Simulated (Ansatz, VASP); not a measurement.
# SiC (Moissanite 3C): VASP beside Ansatz

Aim: how closely do two programs agree when they are given the same cell, functional and k mesh? The cell is taken from a series of runs on this material, whose earlier steps may have relaxed, scaled, displaced or heated it; both programs get it as it stands.

Program: Ansatz 0.2.0. Level of theory: plane waves, with VASP 6.6.1 beside it; zone-centre phonons at LDA. Results are calculated unless marked as measured.

### 1. The starting structure

It takes space group Imm2 (No. 44, orthorhombic). Conventional cell: a = 3.069 Å, b = 3.184 Å, c = 4.262 Å, α = 90.00°, β = 90.00°, γ = 90.00°. Nearest to C lie 4 Si at 1.88 to 1.91 Å. Nearest to Si lie 4 C at 1.88 to 1.91 Å. Farther neighbours are not listed.

### 2. VASP: zone-centre phonons, LDA

Second derivatives magnify differences that forces hide, and they need a tight electronic threshold.

Lines of VASP's logs that name or quote its potential files are left out, and so is its time.

Contents of INCAR:

```
SYSTEM = SiC
PREC = Accurate
ENCUT = 600
EDIFF = 1E-08
NELM = 120
ISMEAR = 0
SIGMA = 0.01
LREAL = .FALSE.
ALGO = Normal
GGA = PW92
NBANDS = 10
LORBIT = 11
LWAVE = .FALSE.
LCHARG = .FALSE.
ISIF = 2
IBRION = 8
LASPH = .TRUE.
GGA_COMPAT = .FALSE.
EFERMI = MIDGAP
KPAR = 2
```

Contents of POSCAR:

```
SiC
1.0
    0.0406292922      2.2104862021      2.1309740135
    2.2104862021      0.0406292922      2.1309740135
    2.2511154944      2.2511154944      0.0000000001
C Si
1 1
Direct
    0.7517271706      0.7517271706      0.7482728294
    0.9982728294      0.9982728294      0.0017271706
```

Contents of KPOINTS:

```
Automatic mesh
0
Gamma
12 12 12
0 0 0
```

The projector-augmented-wave data sets are C and Si (LDA family, release 64).

Run with:

```
$ mpirun -np 2 vasp_std
```

Numbers of over 12 decimals in the logs are rounded to 6 here.

What it wrote:

```text
[banner, memory and clock lines left out]
running    2 mpi-ranks, on    1 nodes
 distrk:  each k-point on    1 cores,    2 groups
 distr:  one band on    1 cores,    1 groups

 POSCAR found type information on POSCAR C Si
 POSCAR found :  2 types and       2 ions
|                                                                             |
|               ----> ADVICE to this user running VASP <----                  |
|                                                                             |
|     You enforced a specific xc type in the INCAR file but a different       |
|     [... a line on the potential file left out ...]
|     I HOPE YOU KNOW WHAT YOU ARE DOING!                                     |
|                                                                             |

 LDA part: xc-table for (Slater(with rela. corr.)+PW92), standard interpolation
 POSCAR, INCAR and KPOINTS ok, starting setup
 FFT: planning ... GRIDC
 FFT: planning ... GRID_SOFT
 FFT: planning ... GRID
 WAVECAR not read
 entering main loop
       N       E                     dE             d eps       ncg     rms          rms(c)
DAV:   1     0.437239232736E+01    0.43724E+01   -0.42695E+03  5762   0.756E+02
DAV:   2    -0.179138098416E+02   -0.22286E+02   -0.21157E+02  7298   0.118E+02
DAV:   3    -0.186336490086E+02   -0.71984E+00   -0.71838E+00  6734   0.188E+01
DAV:   4    -0.186369616064E+02   -0.33126E-02   -0.33123E-02  6424   0.157E+00
DAV:   5    -0.186369787378E+02   -0.17131E-04   -0.17131E-04  6558   0.105E-01    0.899E+00
DAV:   6    -0.167001597353E+02    0.19368E+01   -0.75347E+00  5910   0.131E+01    0.393E+00
DAV:   7    -0.166325217159E+02    0.67638E-01   -0.36168E-01  6626   0.380E+00    0.177E+00
DAV:   8    -0.166119271519E+02    0.20595E-01   -0.27129E-02  6042   0.107E+00    0.179E-01
DAV:   9    -0.166115449254E+02    0.38223E-03   -0.19101E-03  6992   0.256E-01    0.940E-02
DAV:  10    -0.166115581428E+02   -0.13217E-04   -0.12515E-04  5972   0.755E-02    0.321E-02
DAV:  11    -0.166115587665E+02   -0.62365E-06   -0.48717E-06  6628   0.152E-02    0.144E-02
DAV:  12    -0.166115585367E+02    0.22979E-06   -0.71132E-07  5942   0.516E-03    0.217E-03
DAV:  13    -0.166115585289E+02    0.78219E-08   -0.16224E-07  6264   0.236E-03    0.583E-04
DAV:  14    -0.166115585284E+02    0.45156E-09   -0.51389E-09  2960   0.504E-04
   1 F= -.16611559E+02 E0= -.16611559E+02  d E =0.000000E+00
 Linear response reoptimize wavefunctions to high precision
DAV:   1    -0.166115585285E+02   -0.47066E-10   -0.54371E-10  3364   0.191E-04
 Linear response DOF=           4
 Linear response progress:
  Degree of freedom:   1/  4
       N       E                     dE             d eps       ncg     rms          rms(c)
RMM:   1    -0.125948574169E+00   -0.12595E+00    0.56485E-02 38860   0.209E+00
RMM:   2    -0.122698567588E+00    0.32500E-02   -0.25212E-03 26599   0.409E-01    0.203E-01
RMM:   3    -0.122753096670E+00   -0.54529E-04   -0.75257E-04 26401   0.170E-01    0.100E-01
RMM:   4    -0.123780651174E+00   -0.10276E-02   -0.58294E-04 26700   0.142E-01    0.186E-02
RMM:   5    -0.123754736847E+00    0.25914E-04   -0.78310E-06 28083   0.211E-02    0.183E-03
RMM:   6    -0.123762575549E+00   -0.78387E-05   -0.97885E-08 29061   0.244E-03    0.893E-04
RMM:   7    -0.123757925532E+00    0.46500E-05    0.24980E-09 28792   0.504E-04    0.977E-05
RMM:   8    -0.123758715090E+00   -0.78956E-06    0.10858E-08 29268   0.114E-04    0.283E-05
RMM:   9    -0.123758657177E+00    0.57912E-07   -0.44950E-09 30464   0.327E-05    0.357E-06
RMM:  10    -0.123758672846E+00   -0.15669E-07    0.83241E-09 29728   0.121E-05    0.194E-06
RMM:  11    -0.123758672286E+00    0.56059E-09    0.10481E-08 24772   0.927E-06    0.156E-07
 first order change of Fermi-energy   0.69952E-04
 force on displaced ion       1 direction 1 : -18.513   1.219   0.001
 Linear response progress:
  Degree of freedom:   2/  4
       N       E                     dE             d eps       ncg     rms          rms(c)
RMM:   1    -0.126004533792E+00   -0.12600E+00    0.49177E-02 12249   0.207E+00
RMM:   2    -0.122827544527E+00    0.31770E-02   -0.24352E-03  8552   0.400E-01    0.198E-01
RMM:   3    -0.122922285953E+00   -0.94741E-04   -0.70978E-04  8444   0.166E-01    0.978E-02
RMM:   4    -0.123940767933E+00   -0.10185E-02   -0.53181E-04  8516   0.137E-01    0.185E-02
RMM:   5    -0.123926160169E+00    0.14608E-04   -0.77308E-06  8973   0.207E-02    0.175E-03
RMM:   6    -0.123931814886E+00   -0.56547E-05   -0.89649E-08  9270   0.230E-03    0.795E-04
RMM:   7    -0.123928030029E+00    0.37849E-05   -0.70355E-09  9201   0.443E-04    0.254E-04
RMM:   8    -0.123928050300E+00   -0.20271E-07   -0.20252E-09  9445   0.150E-04    0.237E-05
RMM:   9    -0.123927917878E+00    0.13242E-06   -0.45994E-10  9665   0.320E-05    0.917E-06
RMM:  10    -0.123927976569E+00   -0.58691E-07   -0.99430E-10  9373   0.156E-05    0.180E-06
RMM:  11    -0.123927977686E+00   -0.11170E-08   -0.56525E-10  8782   0.897E-06    0.340E-07
 first order change of Fermi-energy  -0.39294E+00
 force on displaced ion       1 direction 3 :   0.000   0.000 -18.324
 Linear response progress:
  Degree of freedom:   3/  4
       N       E                     dE             d eps       ncg     rms          rms(c)
RMM:   1    -0.165821534320E-01   -0.16582E-01   -0.67243E-03 42097   0.884E-01
RMM:   2    -0.144329902873E-01    0.21492E-02   -0.64633E-04 26788   0.199E-01    0.130E-01
RMM:   3    -0.143377913519E-01    0.95199E-04   -0.47042E-05 27481   0.474E-02    0.739E-02
RMM:   4    -0.144025924125E-01   -0.64801E-04   -0.44176E-05 27700   0.460E-02    0.866E-03
RMM:   5    -0.143921148472E-01    0.10478E-04   -0.98858E-07 28162   0.776E-03    0.130E-03
RMM:   6    -0.143900076098E-01    0.21072E-05    0.16018E-08 28803   0.759E-04    0.633E-04
RMM:   7    -0.143886927012E-01    0.13149E-05    0.14790E-09 28856   0.241E-04    0.688E-05
RMM:   8    -0.143887681440E-01   -0.75443E-07    0.94213E-09 30139   0.430E-05    0.191E-05
RMM:   9    -0.143887954180E-01   -0.27274E-07   -0.75680E-09 29959   0.163E-05    0.317E-06
RMM:  10    -0.143887880938E-01    0.73241E-08   -0.50072E-09 28845   0.629E-06    0.108E-06
 first order change of Fermi-energy   0.70273E-05
 force on displaced ion       2 direction 1 : -18.515   1.219   0.000
 Linear response progress:
  Degree of freedom:   4/  4
       N       E                     dE             d eps       ncg     rms          rms(c)
RMM:   1    -0.157491944796E-01   -0.15749E-01   -0.58955E-03 13118   0.852E-01
RMM:   2    -0.140562559030E-01    0.16929E-02   -0.56756E-04  8612   0.186E-01    0.126E-01
RMM:   3    -0.139443418878E-01    0.11191E-03   -0.45815E-05  8759   0.457E-02    0.718E-02
RMM:   4    -0.139769815287E-01   -0.32640E-04   -0.36589E-05  8852   0.417E-02    0.974E-03
RMM:   5    -0.139751547508E-01    0.18268E-05   -0.66654E-07  9058   0.575E-03    0.259E-03
RMM:   6    -0.139690381548E-01    0.61166E-05   -0.11931E-07  9062   0.246E-03    0.668E-04
RMM:   7    -0.139677039478E-01    0.13342E-05   -0.12491E-08  9218   0.373E-04    0.160E-04
RMM:   8    -0.139674120925E-01    0.29186E-06   -0.26823E-09  9417   0.806E-05    0.245E-05
RMM:   9    -0.139674863204E-01   -0.74228E-07   -0.33065E-10  9636   0.229E-05    0.395E-06
RMM:  10    -0.139674811908E-01    0.51296E-08    0.16208E-09  9646   0.861E-06    0.216E-06
 first order change of Fermi-energy   0.39378E+00
 force on displaced ion       2 direction 3 :   0.000   0.000 -18.324
 Linear response finished
```

From OUTCAR (step 2):

```text
ion  position               nearest neighbor table
   1  0.752  0.752  0.748-   2 1.88   2 1.88   2 1.91   2 1.91
   2  0.998  0.998  0.002-   1 1.88   1 1.88   1 1.91   1 1.91

  LATTYP: Found a body centered orthorhombic cell.
 ALAT       =     3.0686410704
 B/A-ratio  =     1.0374488217
 C/A-ratio  =     1.3888714676

 Subroutine GETGRP returns: Found  4 space group operations
 (whereof  4 operations were pure point group operations)

The static configuration has the point symmetry C_2v.

 Found    280 irreducible k-points:

   k-points           NKPTS =    280   k-points in BZ     NKDIM =    280   number of bands    NBANDS=     10

   dimension x,y,z NGX =    28 NGY =   28 NGZ =   28
   dimension x,y,z NGXF=    56 NGYF=   56 NGZF=   56

   ENCUT  =  600.0 eV  44.10 Ry    6.64 a.u.   6.13  6.13  6.36*2*pi/ulx,y,z

   NELECT =       8.0000    total number of electrons

 k-points in reciprocal lattice and weights: Automatic mesh
   0.00000000  0.00000000  0.00000000       0.001
   0.08333333 -0.00000000  0.00000000       0.002
   0.16666667 -0.00000000  0.00000000       0.002
   0.25000000 -0.00000000  0.00000000       0.002
   0.33333333 -0.00000000  0.00000000       0.002
   0.41666667 -0.00000000  0.00000000       0.002
   0.50000000 -0.00000000  0.00000000       0.001
   0.08333333  0.08333333 -0.00000000       0.001
   0.16666667  0.08333333 -0.00000000       0.002
[...]
0.25000000  0.25000000  0.50000000       0.001
  -0.25000000  0.25000000  0.50000000       0.001

 average (electrostatic) potential at core
       1 -49.1240       2 -82.0336

  Total       -1.1084928     -1.1084928     -0.0034806     -1.1099180     -0.0000000     -0.0000000
  in kB      -85.3112763    -85.3112763     -0.2678693    -85.4209596     -0.0000000     -0.0000000
  external PRESSURE =     -56.9634740 kB  Pullay stress =       0.0000000 kB

  energy-cutoff  :      600.00
  volume of cell :       20.82
      direct lattice vectors                 reciprocal lattice vectors
     0.040629292  2.210486202  2.130974013    -0.230429941  0.230429941  0.234634490
     2.210486202  0.040629292  2.130974013     0.230429941 -0.230429941  0.234634490
     2.251115494  2.251115494  0.000000000     0.222112105  0.222112105 -0.234634490

 POSITION                                       TOTAL-FORCE (eV/Angst)
 -----------------------------------------------------------------------------------
      3.37667      3.37667      3.20382         0.000000      0.000000     -0.000444
      2.25112      2.25112      4.25459        -0.000000     -0.000000      0.000444
 -----------------------------------------------------------------------------------
    total drift:                                0.000000      0.000000     -0.000111

 Eigenvectors and eigenvalues of the dynamical matrix
 ----------------------------------------------------

   1 f  =   23.942743 THz   150.436694 2PiTHz  798.643954 cm-1    99.019186 meV
             X         Y         Z           dx          dy          dz
      3.376673  3.376673  3.203822    -0.591790    0.591790    0.000000
      2.251115  2.251115  4.254587     0.387020   -0.387020   -0.000000

   2 f  =   23.072097 THz   144.966262 2PiTHz  769.602320 cm-1    95.418484 meV
             X         Y         Z           dx          dy          dz
      3.376673  3.376673  3.203822    -0.000000   -0.000000    0.836924
      2.251115  2.251115  4.254587     0.000000    0.000000   -0.547319

   3 f  =   22.414563 THz   140.834850 2PiTHz  747.669329 cm-1    92.699141 meV
             X         Y         Z           dx          dy          dz
      3.376673  3.376673  3.203822    -0.591786   -0.591786   -0.000000
      2.251115  2.251115  4.254587     0.387027    0.387027    0.000000

   4 f/i=    0.000054 THz     0.000339 2PiTHz    0.001802 cm-1     0.000223 meV
             X         Y         Z           dx          dy          dz
      3.376673  3.376673  3.203822    -0.000000    0.000000   -0.547319
      2.251115  2.251115  4.254587    -0.000000    0.000000   -0.836924

   5 f/i=    0.000328 THz     0.002058 2PiTHz    0.010927 cm-1     0.001355 meV
             X         Y         Z           dx          dy          dz
      3.376673  3.376673  3.203822     0.387020   -0.387020   -0.000000
      2.251115  2.251115  4.254587     0.591790   -0.591790   -0.000000

   6 f/i=    0.000579 THz     0.003638 2PiTHz    0.019315 cm-1     0.002395 meV
             X         Y         Z           dx          dy          dz
      3.376673  3.376673  3.203822     0.387027    0.387027    0.000000
      2.251115  2.251115  4.254587     0.591786    0.591786    0.000000

 ELASTIC MODULI CONTR FROM IONIC RELAXATION (kBar)
 Direction    XX          YY          ZZ          XY          YZ          ZX
 --------------------------------------------------------------------------------
 XX          -6.8292     -6.8292     -8.9639     37.5670     -0.0000      0.0000
 YY          -6.8292     -6.8292     -8.9639     37.5670      0.0000     -0.0000
 ZZ          -8.9639     -8.9639    -11.7660     49.3099     -0.0000     -0.0000
 XY          37.5670     37.5670     49.3099   -206.6530     -0.0000     -0.0000
 YZ          -0.0000      0.0000     -0.0000     -0.0000   -205.9680     84.9434
 ZX           0.0000     -0.0000     -0.0000     -0.0000     84.9434   -199.9215
 --------------------------------------------------------------------------------
```

[end of part 1 of 2]

[Lines on the potential files, build, host, timing and source positions are cut from VASP's logs without a mark.]

[Logs are printed without paths, hosts, clocks, repeated set-up lines and the standing remarks that a program may print on its own settings, such as how far it seeks lower states.]

[Hosts, paths, dates, database ids (printed as entryN), source tags and the programs' standing remarks are cut or masked in the printed files.]
